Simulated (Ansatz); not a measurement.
**PtS2: how the settings move a single-point run**

Question: which choices in the input matter for PtS2? The cell is built on a prototype (CdCl2 type) and needn't be the phase found in nature.

Method: reference: DFT, HSE06, plane waves, PAW, in Ansatz 0.2.0.

1 further run of the same task is left out (it didn't finish).

### 1 Starting point

It takes space group R-3m (No. 166, trigonal). The conventional cell has a = 3.529 Å, b = 3.529 Å, c = 16.569 Å, α = 90.00°, β = 90.00°, γ = 120.00°. Pt (site symmetry -3m) is surrounded by 6 S at 2.39 Å. Around S (site symmetry 3m) lie 3 Pt at 2.39 Å.

As a file:

```cif
data_structure
_symmetry_space_group_name_H-M 'P 1'
_symmetry_Int_Tables_number 1
_cell_length_a 5.8869
_cell_length_b 5.8869
_cell_length_c 5.8869
_cell_angle_alpha 34.882
_cell_angle_beta 34.882
_cell_angle_gamma 34.882
_cell_volume 59.56
loop_
_atom_site_label
_atom_site_type_symbol
_atom_site_fract_x
_atom_site_fract_y
_atom_site_fract_z
_atom_site_occupancy
Pt1 Pt 0.00000 0.00000 0.00000 1
S1 S 0.25830 0.25830 0.25830 1
S2 S 0.74170 0.74170 0.74170 1
```

### 2 Reference

The input, input.yaml:

```yaml
crystal:
  lattice:
    - [1.7644429029, 1.018701585, 5.5230462153]
    - [-1.7644429029, 1.018701585, 5.5230462153]
    - [0.0, -2.0374031699, 5.5230462153]
  atoms:
    - { symbol: Pt, position: [0.0, 0.0, 0.0] }
    - { symbol: S, position: [0.2583047871, 0.2583047871, 0.2583047871] }
    - { symbol: S, position: [0.7416952129, 0.7416952129, 0.7416952129] }
kpoints:
  mp_grid: { grid: [4, 4, 4] }
hamiltonian:
  xc: hse06
scf:
  occupations: { method: fixed }
  n_extra_bands: 4
output:
  forces: true
  stress: true
  eigenvalues: true
  write_density: true
  write_potential: true
  elf: true
  volumetric_format: npy
```

Started as:

```
> ansatz run input.yaml --threads 4 --pin off --max-ram 3686MiB --backend cpu --events-out ev --progress --plain --runs-dir out
```

### 3 Changing settings: ecutfock_ratio 4

input.yaml, as its differences from that of step 2:

```diff
@@ -16,2 +16,3 @@
   n_extra_bands: 4
+  exx: { ecutfock_ratio: 4 }
 output:
@@ -20,5 +21 @@
   eigenvalues: true
-  write_density: true
-  write_potential: true
-  elf: true
-  volumetric_format: npy
```

### 4 Changed: exchange pbe, correlation pbe, coeff 0.4, omega 0.1

input.yaml, as its differences from that of step 2:

```diff
@@ -12,3 +12,3 @@
 hamiltonian:
-  xc: hse06
+  xc: { exchange: pbe, correlation: pbe, exx: { coeff: 0.4, omega: 0.1 } }
 scf:
@@ -20,5 +20 @@
   eigenvalues: true
-  write_density: true
-  write_potential: true
-  elf: true
-  volumetric_format: npy
```

### 5 Changed: exchange pbe, correlation pbe, coeff 0.5

input.yaml, as its differences from that of step 2:

```diff
@@ -12,3 +12,3 @@
 hamiltonian:
-  xc: hse06
+  xc: { exchange: pbe, correlation: pbe, exx: { coeff: 0.5 } }
 scf:
@@ -20,5 +20 @@
   eigenvalues: true
-  write_density: true
-  write_potential: true
-  elf: true
-  volumetric_format: npy
```

### 6 Variant: preconditioner kerker

input.yaml, as its differences from that of step 2:

```diff
@@ -16,2 +16,3 @@
   n_extra_bands: 4
+  mixing: { preconditioner: kerker }
 output:
@@ -20,5 +21 @@
   eigenvalues: true
-  write_density: true
-  write_potential: true
-  elf: true
-  volumetric_format: npy
```

### 7 Changed: occupations.method gaussian, occupations.width 0.2

input.yaml, as its differences from that of step 2:

```diff
@@ -14,3 +14,3 @@
 scf:
-  occupations: { method: fixed }
+  occupations: { method: gaussian, width: 0.2 }
   n_extra_bands: 4
@@ -20,5 +20 @@
   eigenvalues: true
-  write_density: true
-  write_potential: true
-  elf: true
-  volumetric_format: npy
```

What does the calculation give? Wanted: for each run, ending; energy change; pressure; gap; force.

As calculated:

```
                                                   run     ending       energy change  pressure (GPa)  gap (eV)  force (eV/Å)  cycles  time
                                             reference  converged                   0            -0.8      1.76          0.34      18  32 s
                                   1: ecutfock_ratio 4  converged                   -            -0.8      1.76          0.34      18  33 s
2: exchange pbe, correlation pbe, coeff 0.4, omega 0.1  converged      not comparable            -3.8      2.64          0.64      22  47 s
           3: exchange pbe, correlation pbe, coeff 0.5  converged      not comparable            -5.1      3.85          0.75      24  54 s
                              4: preconditioner kerker  converged        0.0 meV/atom            -0.8      1.76          0.34      17  44 s
 5: occupations.method gaussian, occupations.width 0.2  converged  0.0 meV/atom (σ→0)            -0.8      1.76          0.34       -  41 s
```

Times don't compare one to one where runs were asked for different outputs or read a saved state (see the inputs); cycles may leave out searches for a lower state.

Residual by cycle in the longest SCF loop of each run; runs are numbered as in the table. The quantity is the density residual dr2, in eV.

```
cycle  reference    run 1    run 2    run 3    run 4    run 5
    1     0.0145   0.0147   0.0291   0.0345   0.0144   0.0143
    2    0.00786  0.00809     0.01   0.0326  0.00429  0.00759
    3    0.00462  0.00458   0.0145   0.0122  0.00183  0.00474
    4    0.00174  0.00174  0.00236  0.00762   4.4e-4  0.00168
    5     4.9e-4   5.3e-4  0.00181   0.0035   1.3e-4   4.5e-4
    6     9.5e-5   9.6e-5  0.00159   1.4e-4   7.0e-5   9.4e-5
    7     3.1e-5   3.2e-5   3.2e-4   2.0e-4   4.5e-6   2.9e-5
    8     3.5e-6   3.7e-6   3.8e-5   1.1e-4        -   3.6e-6
    9          -        -   7.6e-6   2.8e-5        -        -
```

**Reading.** Of the converged runs whose energies compare with the reference's, none moves it noticeably. The gap of the reference lacks spin-orbit coupling, though the cell holds Pt.
